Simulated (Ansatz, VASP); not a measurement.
## One calculation of Sb, two programs

INCAR

```
PREC = Accurate ; ENCUT = 520
EDIFF = 1E-7 ; ISMEAR = -1
SIGMA = 0.1 ; LREAL = False
LASPH = True ; NELM = 80
ALGO = Normal ; ISIF = 2
LWAVE = False ; LCHARG = False
GGA = RE ; NBANDS = 8
```

KPOINTS

```
Automatic mesh
0
Gamma
  13 13 13
```

Contents of POSCAR:

```
Sb
1.0
   -1.9309495447      1.9309495447      1.9309495447
    1.9309495447     -1.9309495447      1.9309495447
    1.9309495447      1.9309495447     -1.9309495447
Sb
1
Direct
    0.0000000000      0.0000000000      0.0000000000
```

Input for Ansatz:

```yaml
crystal:
  lattice:
    - [-1.9309495447, 1.9309495447, 1.9309495447]
    - [1.9309495447, -1.9309495447, 1.9309495447]
    - [1.9309495447, 1.9309495447, -1.9309495447]
  atoms:
    - { symbol: Sb, position: [0.0, 0.0, 0.0] }
hamiltonian:
  xc: revpbe
  pseudopotentials:
    kind: paw
    azcp:
      Sb: "pseudopotentials/Sb.paw.azcp"
basis:
  ecutwfc: 420
  fft_grid_basis: typed
kpoints:
  mp_grid: { grid: [13, 13, 13], shift: [0, 0, 0] }
magnetization:
  spin_polarized: false
scf:
  occupations: { method: fermi_dirac, width: 0.1 }
  lower_state_search: "off"
output:
  stress: true
```

Alike in both runs: task single point; functional revPBE; k mesh 13 × 13 × 13; occupations fermi-dirac, width 0.1 eV; no spin polarisation.

|  | VASP | Ansatz |
| --- | --- | --- |
| version | VASP 6.6.1 | Ansatz 0.2.0 |
| potentials or method | VASP PAW PBE potentials, release 64 (Sb) | plane waves (420 eV) with PAW, scalar-relativistic |
| plane-wave cutoff (eV) | 520 | 420 |
| valence electrons in the cell | 5 | 15 |

|  | VASP | Ansatz | Ansatz less VASP |
| --- | --- | --- | --- |
| pressure (GPa) | -2.2 | -2.0 | +0.17 |

The two sets of potentials don't hold the same shells in valence.

Caveats: the PAW data sets were made with another functional, which shifts forces and pressure a little (VASP). The runs have no spin-orbit coupling, so splittings on Sb are missing.
